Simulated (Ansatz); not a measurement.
# Hf/MoSe2/Hf: conductance against the thickness of the layer, part 3 of 5

How fast does the current through Hf/MoSe2/Hf fall with each added layer? Both electrodes are Hf hcp(0001); the barrier is MoSe2 2H layers (two layers in the relaxed core). In the first transport cell, after relaxation, the nearest pair of electrode and barrier is Hf–Se at 2.74 Å, along the normal, at the lower face and Hf–Se at 2.75 Å, along the normal, at the upper one. All share a net of side 3.3 Å, which strains the lower electrode by +3.1 % and the barrier by +0.0 %, against typed lattice constants near PBE's. The first steps treat the bulk electrodes alone.

Ansatz 0.2.0; PBE+D3(BJ) DFT, plane waves, PAW files (the session's first sound run).

So far. Step 3 (Relaxing the interfaces): The largest force component on a free atom ends at 0.018 eV/Å. At one or more of this run's solves the program warned of density in the dipole ramp over its bound, where dipole, forces and levels can be off.

## (4) The open system: T(E)

This step: PBE DFT, plane waves, PAW files; ballistic transmission by layer matching between semi-infinite leads (Ansatz 0.2.0).

System of this step: Hf/MoSe2/Hf. The cell holds 28 atoms: 22 Hf, 4 Se and 2 Mo. Cell: a = 3.300 Å, b = 3.300 Å, c = 77.930 Å, α = 90.0°, β = 90.0°, γ = 120.0°. Regions: left electrode, 11 atoms (11 Hf); barrier, 6 atoms (4 Se and 2 Mo); right electrode, 11 atoms (11 Hf). Vacuum lies along c.

The relaxed core is set between ideal electrode layers (this cell holds 6 atomic planes between the electrodes; where that differs from the relaxed slab, whole periods were copied in or cut out without a new relaxation), which the solver continues as semi-infinite leads. A wide energy window on a coarse mesh (12×12) shows where the Fermi level lies against the barrier's bands; the projected density of states shows how far the metals' states reach in.

Input file input.yaml:

```yaml
crystal:
  lattice:
    - [3.3, 0.0, 0.0]
    - [-1.65, 2.8578838325, 0.0]
    - [0.0, 0.0, 77.9304113569]
  atoms:
    - { symbol: Hf, position: [0.33333333, 0.66666667, 0.0898237271] }
    - { symbol: Hf, position: [0.0, 0.0, 0.1211983056] }
    - { symbol: Hf, position: [0.33333333, 0.66666667, 0.1525728842] }
    - { symbol: Hf, position: [0.0, 0.0, 0.1839474627] }
    - { symbol: Hf, position: [0.33333333, 0.66666667, 0.2153220413] }
    - { symbol: Hf, position: [0.0, 0.0, 0.2466966198] }
    - { symbol: Hf, position: [0.33333333, 0.66666667, 0.2780711984] }
    - { symbol: Hf, position: [0.0, 0.0, 0.3094457769] }
    - { symbol: Hf, position: [0.33333333, 0.66666667, 0.3408203555] }
    - { symbol: Hf, position: [0.0, 0.0, 0.372194934] }
    - { symbol: Hf, position: [0.33333333, 0.66666667, 0.4025327493] }
    - { symbol: Se, position: [0.33333333, 0.66666667, 0.4376501908] }
    - { symbol: Mo, position: [0.0, 0.0, 0.4593531058] }
    - { symbol: Se, position: [0.33333333, 0.66666667, 0.4807075197] }
    - { symbol: Se, position: [0.0, 0.0, 0.5190394152] }
    - { symbol: Mo, position: [0.33333333, 0.66666667, 0.5403698263] }
    - { symbol: Se, position: [0.0, 0.0, 0.5621456891] }
    - { symbol: Hf, position: [0.0, 0.0, 0.5974567464] }
    - { symbol: Hf, position: [0.66666667, 0.33333333, 0.627805066] }
    - { symbol: Hf, position: [0.0, 0.0, 0.6591796445] }
    - { symbol: Hf, position: [0.66666667, 0.33333333, 0.6905542231] }
    - { symbol: Hf, position: [0.0, 0.0, 0.7219288016] }
    - { symbol: Hf, position: [0.66666667, 0.33333333, 0.7533033802] }
    - { symbol: Hf, position: [0.0, 0.0, 0.7846779587] }
    - { symbol: Hf, position: [0.66666667, 0.33333333, 0.8160525373] }
    - { symbol: Hf, position: [0.0, 0.0, 0.8474271158] }
    - { symbol: Hf, position: [0.66666667, 0.33333333, 0.8788016944] }
    - { symbol: Hf, position: [0.0, 0.0, 0.9101762729] }
kpoints:
  mp_grid: { grid: [12, 12, 1] }
scf:
  occupations: { method: fermi_dirac, width: 0.1 }
  max_iter: 150
hamiltonian:
  xc: pbe
output:
  transmission:
    kmesh: [12, 12]
    e_range: [-3, 3]
    de: 0.1
    leads: [[4, 6], [22, 24]]
  dos: { projected: true, e_range: [-6, 5], de: 0.05 }
  write_potential: true
  write_density: true
  volumetric_format: npy
  elf: true
```

On the command line:

```
> ansatz run input.yaml --threads 4 --pin off --max-ram 10240MiB --backend cpu --events-out ev --progress --plain --runs-dir out
```

Numbers of over 12 decimals in the logs are rounded to 6 here.

The log of the run:

```text
[...]
Crystal: 28 atoms, lattice volume = 734.963 Å³
Basis set: ecut = 420 eV, 14637 PW (Γ)
Bands: 399, of which v1, the nominal top of the filled ones, is band 332 counted from 1 (331 counted from 0)
Symmetry: 6 space group operations
[...]
k-points: 19 of 144 (time reversal used)
[...]
SCF iter   1: F=—  HF=-377660.107310 eV  |F-HF|=—  |Δ(HF+E_count)|=         —  Δρ=1.20e-2  dr2=1.65e2  ethr=1.77e-3  ⟨swp⟩=5.6  Hψ=23733  notcnv=0  defer=204
[...]
SCF iter  12: F=-377659.072233 eV  HF=-377659.072233 eV  |F-HF|=2.11e-8  |Δ(HF+E_count)|=   5.24e-9  Δρ=7.29e-7  dr2=2.50e-8  ethr=1.51e-11  ⟨swp⟩=13.4  Hψ=33800  notcnv=0
SCF 1 converged in 12 iterations: F = -377659.072233 eV  dr2 = 2.50e-8
[...]
transmission: 144 of 1406 steps passed
transmission: 284 of 1406 steps passed
[...]
transmission: 1406 of 1406 steps passed
WARN: The input density's exchange-correlation potential varies sharply where the density is thin. Do not read a vacuum level from v_tot or v_xc, or from such a field of the output density. On a cell that repeats whose density bears no net charge and no dipole along the vacuum's axis use v_es (v_loc + v_h of the components); under efield.dipole_correction with no amplitude use v_es + v_field, which holds any external [...]
SCF converged after 12 iterations
Free energy (F): -377659.072233 eV
[...]
Internal energy: -377658.285311 eV  (E = F + TS)
E sigma→0 (E₀):  -377658.678772 eV
Entropy (-TS):   -0.786922 eV (-28.104 meV/atom)
Fermi energy:    14.869778 eV
[...]
--- Band table (eV; the first three rows and the last of 19) ---
  k-point 0: bands = [... 328 lower, 15.6499, 15.6499, 15.6554, 15.6554, 15.6592, 15.6592, 15.6634, 15.6634, ... 63 higher]
  k-point 1: bands = [... 328 lower, 15.5148, 15.5172, 15.5423, 15.5436, 15.6583, 15.6603, 15.6605, 15.6625, ... 63 higher]
  k-point 2: bands = [... 328 lower, 14.8728, 14.8853, 15.1349, 15.1355, 15.1653, 15.2077, 15.6151, 15.6161, ... 63 higher]
  k-point 18: bands = [... 328 lower, 13.9208, 13.9358, 14.6642, 14.6649, 14.7046, 14.7057, 14.7387, 14.7488, ... 63 higher]
--- Transmission ---
  basis      : 85 plane waves across, 74 finite elements along
  points     : 19, standing for a mesh of 12 x 12
  energies   : 61 from -3.000000 to 3.000000 eV about the Fermi level, 0.100000 eV apart; the leads are filled to 0.000000 eV, and channels, transmission and decay are at 0.000000 eV
  crystal 0  : Hf2, at the sites [4, 6], period 4.8901 Å, over 24.45 Å; its Hamiltonian steps by up to 27.3 meV: too much for a lead, lay more layers or, if its atoms are ordered, name the step of that order
    offset         : up to 0.0000 Å between an atom of the period and one for which it stands
    channels       : 7.361111e-1 a spin
    conductance    : none, the energies end too early or step too widely for 300 K: set another output.transmission.e_range or a lower de, or, where they end at an eighth of basis.ecutwfc, a higher one
    slowest decay  : 0.1188 /Å at (0.2500, 0.1667)
[...]
channels       : 7.361111e-1 a spin
[...]
slowest decay  : 0.1187 /Å at (0.2500, 0.1667)
  junction   : crystal 0 to crystal 1, 19.75 to 56.78 Å
    transmission   : 3.632144e-2 a spin
[...]
```

The job ended after 8.5 min (4 threads of Arm Neoverse V2, shared host; peak memory 7.2 GiB; 33 min of CPU time).

Reading the cycles: dr2 is the Hartree energy of the density residual (eV), the measure of convergence; HF is the Harris–Foulkes estimate of the energy, which meets the free energy F at convergence.

This step gave:

- free energy: -377659.0722 eV
- Fermi energy: 14.87 eV
- level to which the leads are filled: 0 eV from the Fermi level
- transmission at the Fermi level (a spin, zone mean): 0.03632
- channels of the lower lead: 0.7361
- channels of the upper lead: 0.7361
- potential step in the lower lead: 27.3 meV
- potential step in the upper lead: 27.2 meV

One spin. The transmission, zone mean by energy, zero at the Fermi level:

```csv
energy (eV),"transmission, zone mean"
-3.00,0.128
-2.90,0.188
-2.80,0.185
-2.70,0.157
-2.50,0.0652
-2.40,0.0591
-2.20,0.00374
-2.00,5.2e-4
-1.90,2.6e-4
-1.70,0.0715
-1.50,0.0337
-1.40,0.0288
-1.20,0.00806
-1.10,0.00151
-0.90,0.00894
-0.70,0.0125
-0.60,0.00421
-0.40,0.0199
-0.20,0.00286
-0.10,0.00833
0.00,0.0363
0.10,0.0280
0.20,0.0158
0.40,0.0443
0.60,0.174
0.70,0.162
0.90,0.250
1.00,0.392
1.10,0.175
1.20,0.135
1.40,0.0995
1.50,0.177
1.70,0.111
1.90,0.102
2.00,0.168
2.20,0.297
2.40,0.307
2.50,0.305
2.70,0.492
2.80,0.330
3.00,0.303
```

One spin. Table of open channels, zone mean, lower lead = upper lead by energy, zero at the Fermi level:

```
energy (eV)  open channels, zone mean, lower lead = upper lead
      -3.00                                              0.896
      -2.70                                              0.771
      -2.40                                              0.625
      -2.10                                              0.431
      -1.90                                              0.354
      -1.60                                              0.660
      -1.30                                               1.23
      -1.00                                               1.58
      -0.70                                               1.42
      -0.40                                              0.333
      -0.10                                              0.611
       0.00                                              0.736
       0.10                                              0.736
       0.40                                              0.896
       0.70                                               1.23
       1.00                                               1.56
       1.30                                              0.896
       1.60                                               1.06
       1.90                                               1.10
       2.10                                              0.951
       2.40                                               1.13
       2.70                                              0.924
       3.00                                               1.09
```

Transmission over k1 and k2. At 0.0000 eV from the Fermi level; zeros and values more than six decades under the largest are shown at that floor.

log10 of the mean of each cell; the least values stand at a floor. Values, 12 rows by 12 columns:
```
-6.4 -6.4 -6.4 -6.4 -6.4 -6.4 -6.4 -6.4 -2.4 -0.4 -0.4 -2.4
-2.2 -6.4 -6.4 -6.4 -6.4 -6.4 -6.4 -6.4 -2.2 -0.4 -3.5 -0.4
-2.8 -6.4 -6.4 -6.4 -6.4 -6.4 -6.4 -6.4 -6.4 -2.8 -0.4 -0.4
-2.2 -6.4 -6.4 -6.4 -0.9 -2.7 -0.9 -6.4 -6.4 -6.4 -2.2 -2.4
-6.4 -6.4 -6.4 -6.4 -2.7 -5.6 -5.6 -2.7 -6.4 -6.4 -6.4 -6.4
-6.4 -6.4 -6.4 -6.4 -0.9 -5.6 -6.4 -5.6 -0.9 -6.4 -6.4 -6.4
-6.4 -6.4 -6.4 -6.4 -6.4 -2.7 -5.6 -5.6 -2.7 -6.4 -6.4 -6.4
-2.2 -2.4 -2.2 -6.4 -6.4 -6.4 -0.9 -2.7 -0.9 -6.4 -6.4 -6.4
-2.8 -0.4 -0.4 -2.8 -6.4 -6.4 -6.4 -6.4 -6.4 -6.4 -6.4 -6.4
-2.2 -0.4 -3.5 -0.4 -2.2 -6.4 -6.4 -6.4 -6.4 -6.4 -6.4 -6.4
-6.4 -2.4 -0.4 -0.4 -2.4 -6.4 -6.4 -6.4 -6.4 -6.4 -6.4 -6.4
-6.4 -6.4 -2.2 -2.8 -2.2 -6.4 -6.4 -6.4 -2.2 -2.8 -2.2 -6.4
```
Columns: k1 (b1) from -0.5 to 0.417; rows upwards: k2 (b2) from -0.5 to 0.417.

Open channels of the lower lead over k1 and k2. At 0.0000 eV from the Fermi level.

Ten even steps from '_' (0.00) to '@' (2.00):
```
________________@@@@@@@@
@@______________@@@@@@@@
@@________________@@@@@@
@@______++@@++______@@@@
________@@@@@@@@________
________++@@__@@++______
__________@@@@@@@@______
@@@@@@______++@@++______
@@@@@@@@________________
@@@@@@@@@@______________
__@@@@@@@@______________
____@@@@@@______@@@@@@__
```
Columns: k1 (b1) from -0.5 to 0.417; rows upwards: k2 (b2) from -0.5 to 0.417.

Projected DOS an atom over height of the atomic layer and energy from the Fermi level. Layers: Hf Hf Hf Hf Hf Hf Hf Hf Hf Hf Hf Se Mo Se Se Mo Se Hf Hf Hf Hf Hf Hf Hf Hf Hf Hf Hf; projections on atoms miss part of the total, and the computed bands can run out at the top of the range; a column is the mean of 2 neighbouring layers, the last of those left over.

Ten even steps from '_' (0.03 states/eV) to '@' (1.83 states/eV), each cell a mean:
```
--======--::____::--======--
::::::::::..____..::::::::::
--::::--::..____..::::::::--
++::::::::::....::::::::::++
==::::::::::====::::::::::==
**==----==--==++--==----==**
==++******==##**==******++==
@@%%%%%%%%++**##++%%%%%%%%@@
%%%%@@@@%%++****++%%@@@@%%%%
##******++--....--++******##
**--------==....==--------**
##########--____--##########
********++--::::::++********
--========::****::========--
==++==++++========++++++++==
--------==--++++------------
----------::++++------------
..::::::::--++++--::::::::..
..........::----::..........
__________..::::..__________
__________========__________
__________::----::__________
```
Columns: height of the atomic layer (Å) from 8.22 to 69.7 (not evenly spaced); rows upwards: energy from the Fermi level (eV) from -6 to 5.

ELF in the ca plane at fractional y = 1.000, with atoms of Hf and Mo and Se within 0.2 Å of it. It is the smooth field of the valence electrons, not physical close to the nuclei.

Ten even steps from '0' (0.03) to '9' (0.87), each cell a mean:
```
21000699635752257536982389994268776327999524
44210389878742248888872157852244334313786214
77641047777521125777641112222321111221222122
78862002343213212333211222234311221243222342
78873000122113311221101232345311321244323441
77751024666322214665421111123311111232111232
65420178888731137888862135531232222312454123
32100599757752258757982279973256555325998424
11000699414752257414993389994268887337999625
```
Columns run along c (16.0 Å, from fractional 0.48 to 0.68 of the cell), rows up along a (3.3 Å). Atoms in or near the plane, at fractional coordinates: Se at (0.52, 0.00), Se at (0.56, 0.00), Hf at (0.60, 0.00), Hf at (0.66, 0.00).

Valence density in the ca plane at fractional y = 1.000, with atoms of Hf and Mo and Se within 0.2 Å of it. It is the smooth field of the valence electrons, not physical close to the nuclei.

Ten steps, logarithmic in the rise over the least value, from '0' (0 e/Å³) to '9' (31 e/Å³), each cell a mean:
```
00025898411000000000012566531000001258842101
00013565210000000000011345321100000134421111
10001222100111000001111122111110000011211111
21000000000122100011111111111111000000111121
21000000000122100011211100111211000000001121
11000111000111100001111111111110000001111111
10012443100111000000111233211100000123321111
00014787410000000000012456521000000247632101
00126998511000000000012566631000001269952101
```
Columns run along c (16.0 Å, from fractional 0.35 to 0.55 of the cell), rows up along a (3.3 Å). Atoms in or near the plane, at fractional coordinates: Hf at (0.37, 0.00), Mo at (0.46, 0.00), Se at (0.52, 0.00).

Electrostatic potential energy in the ca plane at fractional y = 1.000, with atoms of Hf and Mo and Se within 0.2 Å of it. With pseudopotentials it is smooth inside the atoms' cores, unlike the true potential.

Ten even steps from '0' (-30 eV) to '9' (18 eV), each cell a mean:
```
15899999972010379999999999986000048999999657
47899899985212589988999999997310278999999855
78988778988667888877899998888766788889999987
99987667899888998766789997778988988778999999
99987567899999998766789987678999987678999999
89987778998878898777789998788888888889999998
58898888987434789888899999988633578999999875
26899999974101479999999999996100058999999756
05899999962121279999999999985000038999999667
```
Columns run along c (16.0 Å, from fractional 0.32 to 0.52 of the cell; values clipped at the 3rd and 97th percentile), rows up along a (3.3 Å). Atoms in or near the plane, at fractional coordinates: Hf at (0.37, 0.00), Mo at (0.46, 0.00), Se at (0.52, 0.00).

At the Fermi level the transmission is 0.036, as a zone mean for one spin on this coarse mesh. At the Fermi level the layers of this cell's barrier hold from 0.072 to 0.40 states an eV and atom: none is empty there, through tails of the electrodes' states or through bands of its own. In the worse lead the potential repeats within 27 meV, which the program flags as too much for a lead, so G carries that doubt.

(Continued in part 4 of 5.)

[Logs are printed without paths, hosts, clocks, repeated set-up lines and the standing remarks that a program may print on its own settings, such as how far it seeks lower states.]

[Hosts, paths, dates, database ids (printed as entryN), source tags and the programs' standing remarks are cut or masked in the printed files.]
